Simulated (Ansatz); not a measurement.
# Indium, body-centred tetragonal: HSE06 after PBE

Aim: see what exact exchange does to the levels, and what it costs. Spin polarisation is left out. The geometry was relaxed under PBE beforehand and is kept. Exact exchange is dear, so the k-mesh is coarse, and PBE is run on the same mesh for comparison.

Computed with Ansatz 0.2.0 (DFT, plane waves (420 eV) with PBE-made PAW files, scalar-relativistic; functionals as named at each step, unless a step says otherwise).

## 1. The system as given

It takes space group C2/m (No. 12, monoclinic). The conventional cell has a = 4.608 Å, b = 4.731 Å, c = 3.371 Å, α = 90.00°, β = 131.51°, γ = 90.00°. Around In (site symmetry 2/m) lie 12 In at 3.30 to 3.47 Å.

As a file:

```
CELL_PARAMETERS angstrom
-1.64822 1.69734 2.52498
1.69734 -1.64822 2.52498
1.60436 1.60436 -2.49270
ATOMIC_POSITIONS crystal
In 0.00000 0.00000 0.00000
```

## 2. PBE on the coarse mesh

The run with PBE.

input.yaml

```yaml
crystal:
  lattice:
    - [-1.6482196969, 1.6973407377, 2.524978689]
    - [1.6973407377, -1.6482196969, 2.524978689]
    - [1.6043570184, 1.6043570184, -2.4927012188]
  atoms:
    - { symbol: In, position: [0.0, 0.0, 0.0] }
hamiltonian:
  xc: pbe
  pseudopotentials:
    kind: paw
    azcp:
      In: "pseudopotentials/In.paw.azcp"
basis:
  ecutwfc: 420
  fft_grid_basis: typed
kpoints:
  mp_grid: { grid: [6, 6, 7], shift: [0, 0, 0] }
magnetization:
  spin_polarized: false
scf:
  occupations: { method: fermi_dirac, width: 0.1 }
```

## 3. HSE06 on the coarse mesh

The run with HSE06.

input.yaml: that of step 2 with these lines changed.

```diff
@@ -8,3 +8,3 @@
 hamiltonian:
-  xc: pbe
+  xc: hse06
   pseudopotentials:
```

(Steps that only read results are left out.)

**Question.** What will these runs give? Wanted: PBE: gap; HSE06: gap.

The runs gave:

| quantity | value |
| --- | --- |
| PBE: gap | none (levels filled in part) |
| HSE06: gap | none (levels filled in part) |
| HSE06: SCF cycles, exchange loops | 14, 2 |
| HSE06: CPU time over that of PBE | 19 |

What this shows: Neither PBE nor HSE06 shows a clean gap on this mesh. The hybrid took 19 times as much CPU time as PBE on the same settings. HSE06 needed 2 outer loops of the exchange operator. The cell taken over is 5 % larger than the measured one (26.14 Å³/atom, COD). Absolute energies differ from functional to functional, by eV per atom at times, and say nothing by themselves.
